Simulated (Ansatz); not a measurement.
Take a crystal in which Rb has been replaced by K on all its sites, with the cell rescaled by a rough guess (in some cases also distorted within its space group) and nothing relaxed:

```
K Br
1.0
     4.12821    0.00000    0.00000
     0.00000    4.12821    0.00000
     0.00000    0.00000    4.12821
K Br
1 1
Direct
  0.00000 0.00000 0.00000
  0.50000 0.50000 0.50000
```

All numbers below come from Ansatz 0.2.0, DFT PBE, scalar-relativistic, plane waves, PAW.

Settings: cutoff 420 eV, Γ-centred mesh 6×6×6 on the computed 2-atom cell, Gaussian smearing of 0.02 eV; no spin polarisation.

(1) Will this cell want to expand or contract, and how hard?

(2) Is it a metal on this mesh?

(3) What is its energy against the elements in their standard states?

## Answers

(1) The pressure is -0.9 GPa (positive in compression), so the cell would contract.

(2) No: the gap is 3.69 eV, the least direct gap 3.93 eV.

(3) -1.690 eV/atom at this unrelaxed geometry, with the elements in the same functional.

This CsCl-type form isn't the usual stable structure of the compound.